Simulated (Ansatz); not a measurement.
# C in Ansatz: further runs

One slab, C, is run at these levels: PBE, PBE+D3(BJ)-ATM, PBE+D4; tasks: relaxation of cell and atoms.

Everything below comes from runs of Ansatz 0.2.0. Logs are shortened: lines on timing, memory, paths and dates and some standing lists are left out, and cuts for length are marked.

## Step 1: The slab as given

The cell holds a slab with vacuum, 2 atoms: a = 2.456 Å, b = 2.456 Å, c = 8.524 Å, α = 90.00°, β = 90.00°, γ = 120.00°.

## Step 2: Relaxation of cell and atoms, PBE

input.yaml reads:

```yaml
crystal:
  lattice:
    - [2.4561701622, 0.0, 0.0]
    - [-1.2280850811, 2.1271057565, 0.0]
    - [0.0, 0.0, 8.52380336]
  atoms:
    - { symbol: C, position: [0.6666666667, 0.3333333333, 0.0] }
    - { symbol: C, position: [0.3333333333, 0.6666666667, 0.0] }
hamiltonian:
  xc: pbe
  pseudopotentials: { kind: paw }
kpoints:
  mp_grid: { grid: [12, 12, 3] }
scf:
  occupations: { method: fermi_dirac, width: 0.05 }
output:
  forces: true
  stress: true
  eigenvalues: true
relax:
  f_tol: 0.01
  max_steps: 40
  cell: { stress_tol: 0.05 }
```

Potentials or basis: Ansatz PAW.

Command:

```sh
$ ansatz run input.yaml --threads 2 --pin off --max-ram 5632MiB --backend cpu --events-out ev --progress --plain --runs-dir out
```

Log:

```text
Warning: RAYON_NUM_THREADS=2 ignored (pool sized by the plan → 2); use --threads N
Engine: ansatz 0.2.0, aarch64-unknown-linux-gnu
Pseudopotentials: kind: paw
Pseudopotential: C, paw, valence charge 4, recommended cutoff 420 eV (normal), C.paw.azcp
Functional definition: PBE
  parameter kappa = 0.804
  parameter beta = 0.06672455060314922
  exchange = pbe_x(kappa = kappa, mu = beta*pi^2/3)
  correlation = pbe_c(beta = beta)
Crystal: 2 atoms, lattice volume = 44.533 Å³
Basis set: ecut = 420 eV, 839 PW (Γ), exchange–correlation on 36×36×120 points (8 copies of the dense FFT grid, shifted against one another)
Bands: 8, of which v1, the nominal top of the filled ones, is band 4 counted from 1 (3 counted from 0)
Symmetry: 24 space group operations
Space group: P6/mmm (ITA 191), of the structure as read, at distance tolerance 3.5e-5 Å
k-points: 38 of 432
Non-local potential: C, projectors of the file, l = 0: 2, l = 1: 2, l = 2: 1
PAW form: soft (Blöchl's): semilocal exchange-correlation on the pseudo side does not see the compensation charge
PAW one-centre angular grid: C, 110 points (default); XC on 64 Gauss nodes
Initial density: superposition of atomic densities (neutral atoms: chi_scale 0, normalization atom), corrected by the library's trained network
Initial wavefunctions: pseudopotential atomic-orbital guess
Functional: x = pbe(κ = 0.804, μ = 0.2195149727645171), c = pbe(β = 0.06672455060314922)
SCF iter   1: F=—  HF=-501.878015 eV  |F-HF|=—  |Δ(HF+E_count)|=         —  Δρ=2.66e-3  dr2=2.82e-3  ethr=1.77e-3  ⟨swp⟩=6.3  Hψ=2347  notcnv=0
preconditioner: auto → LDOS  [metal: Δε(μ)=0.000 eV  Ē_g=16.889 eV  σ=0.050 eV  W_gap=0.00  n_scr=4 (ndim 8)  ℏωp=15.7 eV  f_vac=0.571  D(μ)=0.28/eV (n_scr^D=2)  β→1.0]
SCF iter   2: F=—  HF=-501.877513 eV  |F-HF|=—  |Δ(HF+E_count)|=   5.02e-4  Δρ=6.68e-4  dr2=1.47e-4  ethr=3.52e-5  ⟨swp⟩=2.8  Hψ=908  notcnv=0
SCF iter   3: F=—  HF=-501.877518 eV  |F-HF|=—  |Δ(HF+E_count)|=   5.00e-6  Δρ=6.14e-5  dr2=1.46e-6  ethr=1.84e-6  ⟨swp⟩=2.2  Hψ=591  notcnv=0
SCF iter   4: F=—  HF=-501.877545 eV  |F-HF|=—  |Δ(HF+E_count)|=   2.61e-5  Δρ=6.29e-6  dr2=9.03e-9  ethr=1.83e-8  ⟨swp⟩=2.3  Hψ=559  notcnv=0
iter 5 did not close the SCF: its close was put off for the readings that it lacked (scf_convergence_deferred on its scf_iter line)
SCF iter   5: F=-501.877545 eV  HF=-501.877545 eV  |F-HF|=5.21e-11  |Δ(HF+E_count)|=   5.64e-8  Δρ=6.08e-7  dr2=6.51e-11  ethr=1.13e-10  ⟨swp⟩=2.5  Hψ=452  notcnv=0
SCF iter   6: F=-501.877545 eV  HF=-501.877545 eV  |F-HF|=2.79e-12  |Δ(HF+E_count)|=  6.51e-11  Δρ=2.79e-8  dr2=2.49e-13  ethr=1.00e-12  ⟨swp⟩=2.1  Hψ=1356  notcnv=0
SCF 1 converged in 6 iterations: F = -501.877545 eV  dr2 = 2.49e-13
relax step   1: F+E_penalty+E_count = -501.87754457 eV  Δ(F+E_penalty+E_count) = +0.000e0 eV  max|allowed force component| = 2.961e-16 eV/Å  Δτ_max = 0.0000 Å  P = +1.403 GPa  Ω = 44.533 Å³  (6 SCF iters, dr2 threshold 1.00e-7 eV, accepted)
Crystal: 2 atoms, lattice volume = 44.779 Å³
Initial density: handed on by an earlier stage of this run
Initial wavefunctions: those handed on with the density
iter 1 solved again at ethr=8.10e-6 eV; its pass at ethr=3.10e-3 eV (dr2=6.48e-4 eV) is discarded
SCF iter   1: F=—  HF=-501.879675 eV  |F-HF|=—  |Δ(HF+E_count)|=         —  Δρ=1.15e-3  dr2=6.61e-4  ethr=8.10e-6  ⟨swp⟩=1.7  Hψ=2809  notcnv=0
preconditioner: auto → LDOS  [metal: Δε(μ)=0.000 eV  Ē_g=16.660 eV  σ=0.050 eV  W_gap=0.00  n_scr=4 (ndim 8)  ℏωp=15.7 eV  f_vac=0.571  D(μ)=0.28/eV (n_scr^D=2)  β→1.0]
SCF iter   2: F=—  HF=-501.879382 eV  |F-HF|=—  |Δ(HF+E_count)|=   2.93e-4  Δρ=3.63e-4  dr2=4.10e-5  ethr=8.10e-6  ⟨swp⟩=2.0  Hψ=596  notcnv=0
SCF iter   3: F=—  HF=-501.879409 eV  |F-HF|=—  |Δ(HF+E_count)|=   2.65e-5  Δρ=2.38e-5  dr2=2.15e-7  ethr=5.13e-7  ⟨swp⟩=2.1  Hψ=567  notcnv=0
iter 4 did not close the SCF: its close was put off until two iterations running show no level that it waits for move by more than its bar (scf_convergence_deferred on its scf_iter line)
SCF iter   4: F=-501.879409 eV  HF=-501.879409 eV  |F-HF|=3.18e-9  |Δ(HF+E_count)|=   6.69e-7  Δρ=1.73e-6  dr2=9.26e-10  ethr=2.50e-9  ⟨swp⟩=7.0  Hψ=1706  notcnv=0
iter 5 did not close the SCF: its close was put off until two iterations running show no level that it waits for move by more than its bar (scf_convergence_deferred on its scf_iter line)
SCF iter   5: F=-501.879409 eV  HF=-501.879409 eV  |F-HF|=2.76e-11  |Δ(HF+E_count)|=   3.09e-9  Δρ=1.25e-7  dr2=4.60e-12  ethr=1.16e-11  ⟨swp⟩=1.6  Hψ=1135  notcnv=0
SCF iter   6: F=-501.879409 eV  HF=-501.879409 eV  |F-HF|=4.55e-13  |Δ(HF+E_count)|=  2.97e-11  Δρ=7.69e-9  dr2=1.52e-14  ethr=1.00e-12  ⟨swp⟩=1.0  Hψ=774  notcnv=0
SCF 2 converged in 6 iterations: F = -501.879409 eV  dr2 = 1.52e-14
relax step   2: F+E_penalty+E_count = -501.87940918 eV  Δ(F+E_penalty+E_count) = -1.865e-3 eV  max|allowed force component| = 3.701e-16 eV/Å  Δτ_max = 0.0000 Å  P = +0.467 GPa  Ω = 44.779 Å³  energy of the carried Pulay correction = -3.068e-4 eV  (6 SCF iters, dr2 threshold 2.00e-7 eV, accepted)
Crystal: 2 atoms, lattice volume = 44.891 Å³
iter 1 solved again at ethr=1.82e-6 eV; its pass at ethr=3.10e-3 eV (dr2=1.45e-4 eV) is discarded
SCF iter   1: F=—  HF=-501.879602 eV  |F-HF|=—  |Δ(HF+E_count)|=         —  Δρ=5.63e-4  dr2=1.52e-4  ethr=1.82e-6  ⟨swp⟩=2.0  Hψ=2814  notcnv=0
preconditioner: auto → LDOS  [metal: Δε(μ)=0.000 eV  Ē_g=16.649 eV  σ=0.050 eV  W_gap=0.00  n_scr=4 (ndim 8)  ℏωp=15.7 eV  f_vac=0.571  D(μ)=0.28/eV (n_scr^D=2)  β→1.0]
SCF iter   2: F=—  HF=-501.879548 eV  |F-HF|=—  |Δ(HF+E_count)|=   5.39e-5  Δρ=1.76e-4  dr2=9.74e-6  ethr=1.82e-6  ⟨swp⟩=2.0  Hψ=566  notcnv=0
iter 3 did not close the SCF: its close was put off until two iterations running show no level that it waits for move by more than its bar (scf_convergence_deferred on its scf_iter line)
SCF iter   3: F=-501.879554 eV  HF=-501.879553 eV  |F-HF|=2.29e-7  |Δ(HF+E_count)|=   5.24e-6  Δρ=1.15e-5  dr2=4.74e-8  ethr=2.50e-9  ⟨swp⟩=5.9  Hψ=2038  notcnv=0
iter 4 did not close the SCF: its close was put off until two iterations running show no level that it waits for move by more than its bar (scf_convergence_deferred on its scf_iter line)
SCF iter   4: F=-501.879554 eV  HF=-501.879554 eV  |F-HF|=1.75e-9  |Δ(HF+E_count)|=   2.39e-7  Δρ=7.94e-7  dr2=2.10e-10  ethr=5.93e-10  ⟨swp⟩=3.8  Hψ=1636  notcnv=0
SCF iter   5: F=-501.879554 eV  HF=-501.879554 eV  |F-HF|=5.91e-12  |Δ(HF+E_count)|=   1.66e-9  Δρ=5.89e-8  dr2=6.89e-13  ethr=2.62e-12  ⟨swp⟩=1.3  Hψ=1074  notcnv=0
SCF 3 converged in 5 iterations: F = -501.879554 eV  dr2 = 6.89e-13
relax step   3: F+E_penalty+E_count = -501.87955373 eV  Δ(F+E_penalty+E_count) = -1.446e-4 eV  max|allowed force component| = 3.331e-16 eV/Å  Δτ_max = 0.0000 Å  P = +0.004 GPa  Ω = 44.891 Å³  energy of the carried Pulay correction = -4.432e-4 eV  (5 SCF iters, dr2 threshold 2.00e-7 eV, accepted)
Initial wavefunctions: pseudopotential atomic-orbital guess (no wavefunctions were taken with the density)
iter 1 solved again at ethr=5.81e-8 eV; its pass at ethr=3.10e-3 eV (dr2=4.65e-6 eV) is discarded
SCF iter   1: F=—  HF=-501.880015 eV  |F-HF|=—  |Δ(HF+E_count)|=         —  Δρ=3.32e-5  dr2=6.39e-8  ethr=5.81e-8  ⟨swp⟩=3.5  Hψ=3302  notcnv=0
preconditioner: auto → LDOS  [metal: Δε(μ)=0.000 eV  Ē_g=16.667 eV  σ=0.050 eV  W_gap=0.00  n_scr=4 (ndim 8)  ℏωp=15.7 eV  f_vac=0.570  D(μ)=0.28/eV (n_scr^D=2)  β→1.0]
SCF iter   2: F=—  HF=-501.880031 eV  |F-HF|=—  |Δ(HF+E_count)|=   1.68e-5  Δρ=2.42e-6  dr2=1.38e-9  ethr=7.99e-10  ⟨swp⟩=2.1  Hψ=459  notcnv=0
SCF iter   3: F=—  HF=-501.880031 eV  |F-HF|=—  |Δ(HF+E_count)|=   1.20e-9  Δρ=3.72e-7  dr2=4.66e-11  ethr=1.73e-11  ⟨swp⟩=2.2  Hψ=460  notcnv=0
SCF iter   4: F=-501.880031 eV  HF=-501.880031 eV  |F-HF|=2.05e-11  |Δ(HF+E_count)|=  6.94e-10  Δρ=4.20e-8  dr2=3.90e-13  ethr=1.00e-12  ⟨swp⟩=8.9  Hψ=1909  notcnv=0
SCF 4 converged in 4 iterations: F = -501.880031 eV  dr2 = 3.90e-13
relax step   4: F+E_penalty+E_count = -501.88003132 eV  Δ(F+E_penalty+E_count) = -4.776e-4 eV  max|allowed force component| = 2.776e-16 eV/Å  Δτ_max = 0.0000 Å  P = +0.020 GPa  Ω = 44.891 Å³  stress off target by 3.11e-2 GPa  SCF on the basis re-selected at this cell (its energy is not comparable with the rows above)  (4 SCF iters)
basis re-selected at this cell: Δ(F+E_penalty+E_count) = -4.776e-4 eV, ΔP = +0.016 GPa vs the last step (what re-selecting the basis moved, of the pressure what is left beyond the Pulay correction that the steps carried, after the strain that the cell walked since its last selection, with what the two solves' SCF thresholds leave and, on support functions, any second-order correction that the steps lacked; it is no measure of the basis error at this ecutwfc). This SCF's stress stands 3.11e-2 GPa from its target on what of the cell is left free (relax.cell.stress_tol is 5.00e-2 GPa) and its largest allowed force component is 2.78e-16 eV/Å (relax.f_tol is 1.00e-2 eV/Å): within both
SCF converged after 4 iterations
Free energy (F): -501.880031 eV
Harris-Foulkes:  -501.880031 eV  (|F-HF|=2.05e-11)
Internal energy: -501.878106 eV  (E = F + TS)
E sigma→0 (E₀):  -501.879069 eV
Entropy (-TS):   -0.001925 eV (-0.963 meV/atom)
Fermi energy:    0.184382 eV
--- Per-component energies (eV) ---
  E_band       = -71.702941
  E_kinetic    = 181.610674
  E_local      = -1196.945699  (includes V_loc(G=0)·N_el)
  E_nonlocal   = 54.570065
  E_hartree    = 510.694815
  E_xc         = -95.914091
  E_vxc        = -118.732547  (∫ρ·V_xc dr)
  E_paw        = -198.678077  (= ΣΔE_a)
  E_vpaw       = -13.595069  (= ΣTr[D̂ρ^β])
  E_aug_tail   = 0.000015  (compensation charges beyond the density's cutoff)
  E_ewald      = 242.784192
  E_smearing   = -0.001925  (= −TS)
  E_closure    = -0.000000  (closes the sum)
  Σ components = -501.880031   (vs F -501.880031, Δ=0.00e0)
--- Forces (eV/Å), atoms counted from 1 ---
  atom   1  C      0.00000000     0.00000000     0.00000000
  atom   2  C     -0.00000000    -0.00000000     0.00000000
  max |Σ_I F_I| component: 1.11e-16 eV/Å
--- Stress (GPa, compression-positive) ---
        0.031066       0.000000       0.000000
        0.000000       0.031066       0.000000
        0.000000       0.000000      -0.002249
  P = ⅓ Tr σ = 0.0200 GPa (0.200 kbar)
--- Band table (eV; the first three rows and the last of 38) ---
  k-point 0: bands = ["-19.3340", "-7.4328", "-2.8642", "-2.8642", "3.1715", "5.4912", "7.1855", "8.5052"]
  k-point 1: bands = ["-19.3340", "-7.4331", "-2.8642", "-2.8642", "3.5153", "4.4901", "8.5050", "8.5050"]
  k-point 2: bands = ["-19.1702", "-7.2368", "-3.5159", "-3.2028", "3.3949", "5.7093", "7.3959", "8.5806"]
  k-point 37: bands = ["-12.4199", "-12.4199", "-10.3807", "0.1843", "0.1843", "10.7884", "13.0873", "13.0873"]
--- Relaxed structure (3 steps of the walk, 3 accepted, 1 SCFs on fresh bases) ---
  F+E_penalty+E_count = -501.88003132 eV   max|allowed force component| = 2.776e-16 eV/Å   (the final SCF, on the basis selected at the relaxed cell)
  cell:  # Å, volume = 44.8909 Å³
    - [2.4664603690432907, 0.0, 0.0]
    - [-1.2332301845216453, 2.136017337019031, 0.0]
    - [0.0, 0.0, 8.520776063326664]
  atoms:
    - { symbol: C, position: [0.6666666666666666, 0.3333333333333333, 0.0] }
    - { symbol: C, position: [0.3333333333333333, 0.6666666666666666, 0.0] }
```

Run time: 2 s. Hardware: 2 threads of Arm Neoverse V2, shared host; peak memory 0.28 GiB.

Results:

```
Free energy                            : -501.8800 eV
Relaxed volume                         : 22.45 Å³/atom
Relaxed cell                           : a = 2.466 Å, b = 2.466 Å, c = 8.521 Å, α = 90.00°, β = 90.00°, γ = 120.00°
Space group after relaxing (to 0.05 Å) : P6/mmm (No. 191)
Energy gained by relaxing              : 1.2 meV/atom
Ionic steps                            : 4
Band gap on the k mesh                 : none (metal or under the smearing width)
```

Step by step:
```
step  energy change (eV)  largest force (eV/Å)  volume (Å³)
   1              0.0000                0.0000        44.53
   2             -0.0019                0.0000        44.78
   3             -0.0020                0.0000        44.89
   4             -0.0025                0.0000        44.89
```

Final structure:
```yaml
crystal:
  lattice:
    - [2.46646, 0.00000, 0.00000]
    - [-1.23323, 2.13602, 0.00000]
    - [0.00000, 0.00000, 8.52078]
  atoms:
    - { symbol: C, position: [0.66667, 0.33333, 0.00000] }
    - { symbol: C, position: [0.33333, 0.66667, 0.00000] }
```

Levels at points of the mesh, in eV from the Fermi level:
```
            k point  band 1  band 2  band 3  band 4  band 5  band 6  band 7  band 8
 (0.00, 0.00, 0.00)  -19.52   -7.62   -3.05   -3.05    2.99    5.31    7.00    8.32
(0.00, -0.50, 0.00)  -14.28  -13.24   -6.43   -2.36    1.68    7.37   10.89   11.02
```

Caveat: the plane-wave basis is chosen anew once the cell has moved, so the energies of steps on either side of that aren't comparable.

## Step 3: Relaxation of cell and atoms, PBE+D3(BJ)-ATM

input.yaml, as its differences from that of step 2:

```diff
@@ -11,2 +11,3 @@
   pseudopotentials: { kind: paw }
+  dispersion: d3bjatm
 kpoints:
@@ -19,2 +20,6 @@
   eigenvalues: true
+  write_density: true
+  write_potential: true
+  elf: true
+  volumetric_format: npy
 relax:
```

Potentials or basis: Ansatz PAW.

Command:

```sh
$ ansatz run input.yaml --threads 2 --pin off --max-ram 5632MiB --backend cpu --events-out ev --progress --plain --runs-dir out
```

Wall time 3.4 s (2 threads of Arm Neoverse V2, shared host); peak memory 0.28 GiB.

Results (log left out):

```
Free energy                            : -502.0604 eV
Relaxed volume                         : 22.30 Å³/atom
Relaxed cell                           : a = 2.466 Å, b = 2.466 Å, c = 8.469 Å, α = 90.00°, β = 90.00°, γ = 120.00°
Space group after relaxing (to 0.05 Å) : P6/mmm (No. 191)
Energy gained by relaxing              : 1.1 meV/atom
Ionic steps                            : 6
Band gap on the k mesh                 : none (metal or under the smearing width)
```

Step by step:
| step | energy change (eV) | largest force (eV/Å) | volume (Å³) |
| --- | --- | --- | --- |
| 1 | 0.0000 | 0.0000 | 44.53 |
| 2 | -0.0017 | 0.0000 | 44.75 |
| 3 | -0.0018 | 0.0000 | 44.82 |
| 4 | -0.0019 | 0.0000 | 44.80 |
| 5 | -0.0022 | 0.0000 | 44.60 |
| 6 | -0.0023 | 0.0000 | 44.60 |

Final structure:
```
C
1.0
     2.46599    0.00000    0.00000
    -1.23299    2.13561    0.00000
     0.00000    0.00000    8.46870
C
2
Direct
  0.66667 0.33333 0.00000
  0.33333 0.66667 0.00000
```

Levels at points of the mesh, in eV from the Fermi level:
```csv
k point,band 1,band 2,band 3,band 4,band 5,band 6,band 7,band 8
"(0.00, 0.00, 0.00)",-19.52,-7.62,-3.05,-3.05,2.98,5.34,7.05,8.32
"(0.00, -0.50, 0.00)",-14.28,-13.25,-6.43,-2.36,1.68,7.37,10.88,11.02
```

Caveat: the plane-wave basis is chosen anew once the cell has moved, so the energies of steps on either side of that aren't comparable.

## Step 4: Relaxation of cell and atoms, PBE+D4

input.yaml, as its differences from that of step 3:

```diff
@@ -11,3 +11,3 @@
   pseudopotentials: { kind: paw }
-  dispersion: d3bjatm
+  dispersion: d4
 kpoints:
@@ -20,6 +20,2 @@
   eigenvalues: true
-  write_density: true
-  write_potential: true
-  elf: true
-  volumetric_format: npy
 relax:
```

Command:

```sh
$ ansatz run input.yaml --threads 2 --pin off --max-ram 5632MiB --backend cpu --events-out ev --progress --plain --runs-dir out
```

It took 3.3 s on 2 threads of Arm Neoverse V2, shared host; peak memory 0.28 GiB.

Results (log left out):

| Quantity | Value |
| --- | --- |
| Free energy | -502.0956 eV |
| Energy gained by relaxing | 0.5 meV/atom |
| Ionic steps | 6 |
| Band gap on the k mesh | none (metal or under the smearing width) |

Step by step:
| step | energy change (eV) | largest force (eV/Å) | volume (Å³) |
| --- | --- | --- | --- |
| 1 | 0.0000 | 0.0000 | 44.53 |
| 2 | -0.0007 | 0.0000 | 44.67 |
| 3 | -0.0007 | 0.0000 | 44.72 |
| 4 | -0.0008 | 0.0000 | 44.70 |
| 5 | -0.0010 | 0.0000 | 44.53 |
| 6 | -0.0010 | 0.0000 | 44.53 |

Final structure:
```
CELL_PARAMETERS angstrom
2.46272 0.00000 0.00000
-1.23136 2.13278 0.00000
0.00000 0.00000 8.47817
ATOMIC_POSITIONS crystal
C 0.66667 0.33333 0.00000
C 0.33333 0.66667 0.00000
```

Levels at points of the mesh, in eV from the Fermi level:
```tsv
k point	band 2	band 3	band 4	band 5	band 6	band 7
(0.00, 0.00, 0.00)	-7.65	-3.05	-3.05	2.97	5.32	7.03
(0.00, -0.50, 0.00)	-13.27	-6.45	-2.37	1.68	7.41	10.89
```

Caveat: the plane-wave basis is chosen anew once the cell has moved, so the energies of steps on either side of that aren't comparable.

## Step 5: Summary

```tsv
level	gap on the mesh (eV)	relaxed volume (Å³/atom)
PBE	none	22.45
PBE+D3(BJ)-ATM	none	22.30
PBE+D4	none	22.27
```

Alike in all rows: task relaxation of cell and atoms; potentials or basis Ansatz PAW; no spin polarisation; cell relaxed; k mesh 12 × 12 × 3; cutoff (eV) 420; smearing fermi-dirac 0.05 eV.

Caveats: the plane-wave basis is chosen anew once the cell has moved, so the energies of steps on either side of that aren't comparable.

Total energies depend on the potentials used, so only differences within one code and one set of settings carry meaning.
